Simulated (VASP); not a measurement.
Wanted: the native input for a VASP 6.6.1 run.

| Quantity | Value |
| --- | --- |
| Task | relaxation of cell and atoms |
| Functional | PBEsol |
| Potentials or basis | VASP PAW PBE potentials, release 64 (Ga_d, N) |
| Cutoff | 600 eV |
| k mesh | 12 × 12 × 6 |
| Occupations | gaussian, width 0.02 eV |
| Spin | no spin polarisation |
| Further INCAR settings | ALGO = Normal; EDIFF = 1e-07; IBRION = 2; EDIFFG = -0.005; NSW = 90; ISIF = 3 |

The structure of GaN lies in POSCAR:

```
GaN
1.0
    3.1889304000      0.0000000000      0.0000000000
   -1.5944652000      2.7616947400      0.0000000000
    0.0000000000      0.0000000000      5.1923572500
Ga N
2 2
Direct
    0.6666666700      0.3333333300      0.4990837100
    0.3333333300      0.6666666700      0.9990837100
    0.6666666700      0.3333333300      0.8759162900
    0.3333333300      0.6666666700      0.3759162900
```

The cell is a database's computed one.

These files were run (other wordings do the same):

INCAR

```
PREC = Accurate
ENCUT = 600
EDIFF = 1E-7
ISMEAR = 0
SIGMA = 0.02
LREAL = F
LASPH = T
NELM = 60
ALGO = Normal
ISIF = 3
LWAVE = F
LCHARG = F
GGA = PS
IBRION = 2
NSW = 90
EDIFFG = -0.005
```

KPOINTS

```
regular mesh
0
Gamma
  12 12 6
```

Potentials or basis: VASP PAW PBE potentials, release 64 (Ga_d, N).

The run is started by

```bash
$ cat potpaw_PBE.64/Ga_d/POTCAR potpaw_PBE.64/N/POTCAR > POTCAR
$ mpirun -np 1 vasp_std > vasp.out
```

Results of the run:

```json
{
  "Relaxed volume": "11.35 Å³/atom",
  "Relaxed cell": "a = 3.181 Å, b = 3.181 Å, c = 5.181 Å, α = 90.00°, β = 90.00°, γ = 120.00°",
  "Space group after relaxing (to 0.05 Å)": "P6_3mc (No. 186)",
  "Energy gained by relaxing": "0.4 meV/atom",
  "Ionic steps": "5",
  "Pressure after relaxing": "0.0 GPa",
  "Band gap on the k mesh": "1.91 eV, direct"
}
```

Caveat: the PAW data sets were made with another functional, which shifts forces and pressure a little.

Run time: 4.1 min on 1 thread of Intel(R) Xeon(R) Platinum 8259CL CPU @ 2.50GHz (Skylake/Cascade Lake), on a shared host, peak memory 0.24 GiB.
